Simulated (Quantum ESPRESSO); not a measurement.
# BaS (Fm-3m) in Quantum ESPRESSO: settings compared, part 2 of 2

Quantum ESPRESSO 7.5.

### Step 8. Single point, r2SCAN, 34.53 Å³/atom

Input file pw.in:

```
&CONTROL
  calculation = 'scf'
  prefix = 'pwscf'
  outdir = './tmp'
  pseudo_dir = './pseudo'
  tstress = .true.
  disk_io = 'nowf'
/
&SYSTEM
  ibrav = 0
  nat = 2
  ntyp = 2
  ecutwfc = 52
  nbnd = 14
  input_dft = 'r2scan'
  occupations = 'smearing'
  smearing = 'fd'
  degauss = 0.00367493
  nosym = .true.
  nr1 = 40
  nr2 = 40
  nr3 = 40
/
&ELECTRONS
  conv_thr = 1d-08
  electron_maxstep = 120
  mixing_beta = 0.5
/
ATOMIC_SPECIES
Ba   137.3270 Ba_ONCV_PBE-1.2.upf
S     32.0600 S_ONCV_PBE-1.2.upf
CELL_PARAMETERS angstrom
   0.0000000000    3.2563884516    3.2563884516
   3.2563884516    0.0000000000    3.2563884516
   3.2563884516    3.2563884516    0.0000000000
ATOMIC_POSITIONS crystal
Ba     0.0000000000    0.0000000000    0.0000000000
S      0.5000000000    0.5000000000    0.5000000000
K_POINTS automatic
5 5 5 0 0 0
```

Started as:

```sh
$ OMP_NUM_THREADS=1 mpirun -n 2 pw.x -nk 2 -in pw.in > pw.out
```

It took 28 s on 2 MPI ranks of AMD EPYC 9R45 (Zen 5), shared host; peak memory 0.18 GiB.

The run converged. Its results:

| Property | Result |
| --- | --- |
| Free energy | -983.6574 eV |
| Pressure | -1.8 GPa |
| Band gap on the k mesh | 2.75 eV, indirect (least direct gap 2.90 eV) |

Caveat: the potentials were made for another functional, which shifts forces and pressure; spin-orbit coupling is left out, which moves the levels of the heavy elements; an odd mesh through Γ misses points on the zone boundary, where band edges often lie.

### Step 9. Equation of state, r2SCAN

Potentials or basis: SG15 PBE 1.2.

No new run: the results of the series are fitted here.

Results:

```
Equilibrium volume                      : 33.09 Å³/atom
Bulk modulus                            : 45 GPa
Pressure derivative of the bulk modulus : 4.4
```

Energy against volume, from the lowest point:
```tsv
volume (Å³/atom)	energy (meV/atom)
30.622	29.29
31.273	15.22
31.925	5.98
32.576	1.06
33.228	0.00
33.879	2.45
34.531	8.03
```

Caveat: the potentials were made for another functional, which shifts forces and pressure.

### Step 10. Band structure, PBEsol

Input file pw.in:

```
&CONTROL
  calculation = 'scf'
  prefix = 'pwscf'
  outdir = './tmp'
  pseudo_dir = './pseudo'
  tprnfor = .true.
  tstress = .true.
  disk_io = 'low'
/
&SYSTEM
  ibrav = 0
  nat = 2
  ntyp = 2
  ecutwfc = 45
  ecutrho = 360
  nbnd = 14
  occupations = 'smearing'
  smearing = 'fd'
  degauss = 0.00367493
/
&ELECTRONS
  conv_thr = 4d-10
  electron_maxstep = 120
  mixing_beta = 0.5
/
ATOMIC_SPECIES
Ba   137.3270 ba_pbesol_v1.uspp.F.UPF
S     32.0600 s_pbesol_v1.4.uspp.F.UPF
CELL_PARAMETERS angstrom
   0.0000000000    3.1937500000    3.1937500000
   3.1937500000    0.0000000000    3.1937500000
   3.1937500000    3.1937500000    0.0000000000
ATOMIC_POSITIONS crystal
Ba     0.0000000000    0.0000000000    0.0000000000
S      0.5000000000    0.5000000000    0.5000000000
K_POINTS automatic
7 7 7 0 0 0
```

Input file bands.in:

```
&CONTROL
  calculation = 'bands'
  prefix = 'pwscf'
  outdir = './tmp'
  pseudo_dir = './pseudo'
  disk_io = 'low'
  verbosity = 'high'
/
&SYSTEM
  ibrav = 0
  nat = 2
  ntyp = 2
  ecutwfc = 45
  ecutrho = 360
  nbnd = 14
  occupations = 'smearing'
  smearing = 'fd'
  degauss = 0.00367493
/
&ELECTRONS
  conv_thr = 1d-08
  electron_maxstep = 120
  mixing_beta = 0.5
  diago_full_acc = .true.
  startingwfc = 'random'
/
ATOMIC_SPECIES
Ba   137.3270 ba_pbesol_v1.uspp.F.UPF
S     32.0600 s_pbesol_v1.4.uspp.F.UPF
CELL_PARAMETERS angstrom
   0.0000000000    3.1937500000    3.1937500000
   3.1937500000    0.0000000000    3.1937500000
   3.1937500000    3.1937500000    0.0000000000
ATOMIC_POSITIONS crystal
Ba     0.0000000000    0.0000000000    0.0000000000
S      0.5000000000    0.5000000000    0.5000000000
K_POINTS crystal
60
 0.0000000000  0.0000000000  0.0000000000 1
 0.0625000000  0.0000000000  0.0625000000 1
 0.1250000000  0.0000000000  0.1250000000 1
 0.1875000000  0.0000000000  0.1875000000 1
 0.2500000000  0.0000000000  0.2500000000 1
 0.3125000000  0.0000000000  0.3125000000 1
 0.3750000000  0.0000000000  0.3750000000 1
 0.4375000000  0.0000000000  0.4375000000 1
 0.5000000000  0.0000000000  0.5000000000 1
 0.5000000000  0.0625000000  0.5625000000 1
 0.5000000000  0.1250000000  0.6250000000 1
 0.5000000000  0.1875000000  0.6875000000 1
 0.5000000000  0.2500000000  0.7500000000 1
 0.4375000000  0.3125000000  0.7500000000 1
 0.3750000000  0.3750000000  0.7500000000 1
 0.3375000000  0.3375000000  0.6750000000 1
 0.3000000000  0.3000000000  0.6000000000 1
 0.2625000000  0.2625000000  0.5250000000 1
 0.2250000000  0.2250000000  0.4500000000 1
 0.1875000000  0.1875000000  0.3750000000 1
 0.1500000000  0.1500000000  0.3000000000 1
 0.1125000000  0.1125000000  0.2250000000 1
 0.0750000000  0.0750000000  0.1500000000 1
 0.0375000000  0.0375000000  0.0750000000 1
 0.0000000000  0.0000000000  0.0000000000 1
 0.0625000000  0.0625000000  0.0625000000 1
 0.1250000000  0.1250000000  0.1250000000 1
 0.1875000000  0.1875000000  0.1875000000 1
 0.2500000000  0.2500000000  0.2500000000 1
 0.3125000000  0.3125000000  0.3125000000 1
 0.3750000000  0.3750000000  0.3750000000 1
 0.4375000000  0.4375000000  0.4375000000 1
 0.5000000000  0.5000000000  0.5000000000 1
 0.5250000000  0.4500000000  0.5250000000 1
 0.5500000000  0.4000000000  0.5500000000 1
 0.5750000000  0.3500000000  0.5750000000 1
 0.6000000000  0.3000000000  0.6000000000 1
 0.6250000000  0.2500000000  0.6250000000 1
 0.5833333333  0.2500000000  0.6666666667 1
 0.5416666667  0.2500000000  0.7083333333 1
 0.5000000000  0.2500000000  0.7500000000 1
 0.5000000000  0.2857142857  0.7142857143 1
 0.5000000000  0.3214285714  0.6785714286 1
 0.5000000000  0.3571428571  0.6428571429 1
 0.5000000000  0.3928571429  0.6071428571 1
 0.5000000000  0.4285714286  0.5714285714 1
 0.5000000000  0.4642857143  0.5357142857 1
 0.5000000000  0.5000000000  0.5000000000 1
 0.4821428571  0.4821428571  0.5357142857 1
 0.4642857143  0.4642857143  0.5714285714 1
 0.4464285714  0.4464285714  0.6071428571 1
 0.4285714286  0.4285714286  0.6428571429 1
 0.4107142857  0.4107142857  0.6785714286 1
 0.3928571429  0.3928571429  0.7142857143 1
 0.3750000000  0.3750000000  0.7500000000 1
 0.6250000000  0.2500000000  0.6250000000 1
 0.5937500000  0.1875000000  0.5937500000 1
 0.5625000000  0.1250000000  0.5625000000 1
 0.5312500000  0.0625000000  0.5312500000 1
 0.5000000000  0.0000000000  0.5000000000 1
```

Potentials or basis: GBRV 1.5 PBEsol.

Started as:

```sh
$ OMP_NUM_THREADS=1 mpirun -n 2 pw.x -nk 2 -in pw.in > pw.out
$ OMP_NUM_THREADS=1 mpirun -n 2 pw.x -nk 2 -in bands.in > bands.out
```

pw.out:

```text
This program is part of the open-source Quantum ESPRESSO suite
     for quantum simulation of materials; please cite
[... 13 lines left out ...]
     --------------------
     sticks:   dense  smooth     PW     G-vecs:    dense   smooth      PW
     Sum        1801     913    265                50701    18053    2891

     Using Slab Decomposition

     bravais-lattice index     =            0
     lattice parameter (alat)  =       8.5352  a.u.
     unit-cell volume          =     439.6725 (a.u.)^3
     number of atoms/cell      =            2
     number of atomic types    =            2
     number of electrons       =        16.00
     number of Kohn-Sham states=           14
     kinetic-energy cutoff     =      45.0000  Ry
     charge density cutoff     =     360.0000  Ry
     scf convergence threshold =      4.0E-10
     mixing beta               =       0.5000
     number of iterations used =            8  plain     mixing
     Exchange-correlation= SLA  PW   PSX  PSC
                           (   1   4  10   8   0   0   0)

     celldm(1)=   8.535221  celldm(2)=   0.000000  celldm(3)=   0.000000
     celldm(4)=   0.000000  celldm(5)=   0.000000  celldm(6)=   0.000000

     crystal axes: (cart. coord. in units of alat)
               a(1) = (   0.000000   0.707107   0.707107 )
               a(2) = (   0.707107   0.000000   0.707107 )
               a(3) = (   0.707107   0.707107   0.000000 )

     reciprocal axes: (cart. coord. in units 2 pi/alat)
               b(1) = ( -0.707107  0.707107  0.707107 )
               b(2) = (  0.707107 -0.707107  0.707107 )
               b(3) = (  0.707107  0.707107 -0.707107 )

     PseudoPot. # 1 for Ba read from file:
[... 83 lines left out ...]

     Davidson diagonalization with overlap
     ethr =  7.46E-04,  avg # of iterations =  1.6

     negative rho (up, down):  9.340E-02 0.000E+00
[... 58 lines left out ...]
     iteration #  8     ecut=    45.00 Ry     beta= 0.50
     Davidson diagonalization with overlap
     ethr =  3.04E-11,  avg # of iterations =  3.5

     negative rho (up, down):  8.928E-02 0.000E+00

     End of self-consistent calculation

          k = 0.0000 0.0000 0.0000 (  2229 PWs)   bands (ev):

   -20.1734  -5.2158  -5.2158  -5.2158  -4.5390   5.7634   5.7634   5.7634
     9.2378   9.6280   9.6280   9.6280  10.5774  10.5774

          k = 0.1010 0.1010-0.1010 (  2220 PWs)   bands (ev):
[... 71 lines left out ...]
   -20.1142  -5.6890  -5.6257  -5.3935  -4.2091   5.2679   5.3004   5.4614
     8.2490  12.1570  12.1935  12.3617  13.0040  13.2517

          k = 0.4041 0.2020 0.0000 (  2235 PWs)   bands (ev):

   -20.1323  -6.0440  -5.3888  -5.2884  -3.7014   4.3904   5.0191   5.4414
     9.0865  10.9741  11.5871  12.0623  12.3452  13.7674

          k =-0.2020-0.4041 0.6061 (  2245 PWs)   bands (ev):
[... 11 lines left out ...]
   -20.1148  -5.8861  -5.5899  -5.4390  -3.8367   4.6426   5.2055   5.2766
     9.6106  10.4979  12.1735  12.7720  12.9826  14.6914

     the Fermi energy is     6.7856 ev

!    total energy              =     -94.49551165 Ry
     estimated scf accuracy    <          8.0E-11 Ry
     smearing contrib. (-TS)   =      -0.00000000 Ry
     internal energy E=F+TS    =     -94.49551165 Ry

     The total energy is F=E-TS. E is the sum of the following terms:
     one-electron contribution =      -5.12074224 Ry
     hartree contribution      =       9.14781772 Ry
     xc contribution           =     -36.03127873 Ry
     ewald contribution        =     -62.49130840 Ry

     convergence has been achieved in   8 iterations

     negative rho (up, down):  8.928E-02 0.000E+00

     Forces acting on atoms (cartesian axes, Ry/au):

     atom    1 type  1   force =    -0.00000000   -0.00000000    0.00000000
     atom    2 type  2   force =     0.00000000    0.00000000   -0.00000000

     Total force =     0.000000     Total SCF correction =     0.000000

     Computing stress (Cartesian axis) and pressure

     negative rho (up, down):  8.928E-02 0.000E+00
          total   stress  (Ry/bohr**3)                   (kbar)     P=       -9.10
  -0.00006188   0.00000000   0.00000000           -9.10        0.00        0.00
  -0.00000000  -0.00006188  -0.00000000           -0.00       -9.10       -0.00
   0.00000000  -0.00000000  -0.00006188            0.00       -0.00       -9.10

=------------------------------------------------------------------------------=
   JOB DONE.
=------------------------------------------------------------------------------=
```

bands.out:

```text
This program is part of the open-source Quantum ESPRESSO suite
     for quantum simulation of materials; please cite
         "P. Giannozzi et al., J. Phys.:Condens. Matter 21 395502 (2009);
         "P. Giannozzi et al., J. Phys.:Condens. Matter 29 465901 (2017);
[... 808 lines left out ...]
     8.0045  11.1964  11.5133  12.8579  12.8579  14.0239

          k = 0.0000 0.6187-0.0000 (  2245 PWs)   bands (ev):
[... 261 lines left out ...]
   -20.1142  -5.7177  -5.4137  -5.4137  -4.4452   5.2773   5.6459   5.6459
     7.8253  11.7423  11.7614  13.3449  13.3449  13.3870

=------------------------------------------------------------------------------=
   JOB DONE.
=------------------------------------------------------------------------------=
```

Run time: 21 s. Hardware: 2 MPI ranks of AMD EPYC 9R45 (Zen 5), shared host; peak memory 0.46 GiB.

What came out:

```
Free energy             : -1285.6769 eV
Pressure                : -0.9 GPa
Band gap on the k mesh  : 2.12 eV, indirect (least direct gap 2.25 eV)
Band gap along the path : 2.06 eV, indirect (least direct gap 2.18 eV)
```

Levels at the corners of the path, in eV from the valence-band top:
| point | band 6 | band 7 | band 8 | band 9 | band 10 | band 11 |
| --- | --- | --- | --- | --- | --- | --- |
| Γ | 0.00 | 0.00 | 0.00 | 3.47 | 3.86 | 3.86 |
| X | -0.49 | -0.12 | -0.12 | 2.06 | 5.98 | 6.00 |
| W | -1.10 | -0.46 | -0.46 | 4.19 | 4.19 | 6.30 |
| K | -0.93 | -0.58 | -0.51 | 3.22 | 5.82 | 6.60 |
| Γ | 0.00 | 0.00 | 0.00 | 3.47 | 3.86 | 3.86 |
| L | -1.93 | -1.05 | -1.05 | 5.38 | 5.54 | 6.35 |
| U | -0.93 | -0.58 | -0.51 | 3.22 | 5.82 | 6.60 |
| W | -1.10 | -0.46 | -0.46 | 4.19 | 4.19 | 6.30 |
| L | -1.93 | -1.05 | -1.05 | 5.38 | 5.54 | 6.35 |
| K | -0.93 | -0.58 | -0.51 | 3.22 | 5.82 | 6.60 |
| U | -0.93 | -0.58 | -0.51 | 3.22 | 5.82 | 6.60 |
| X | -0.49 | -0.12 | -0.12 | 2.06 | 5.98 | 6.00 |

Caveat: spin-orbit coupling is left out, which moves the levels of the heavy elements.

### Step 11. Comparison with measurements

Step 10. Measured gap of BaS: 3.806 eV (indirect; 2 K; a printed reference work, monograph, original work of 1988). This calculation gives 2.06 eV (-1.74 eV). Spin-orbit coupling on Ba is left out. The value is that of PBEsol, without temperature or zero-point motion. Semilocal functionals fall short of measured gaps as a rule.
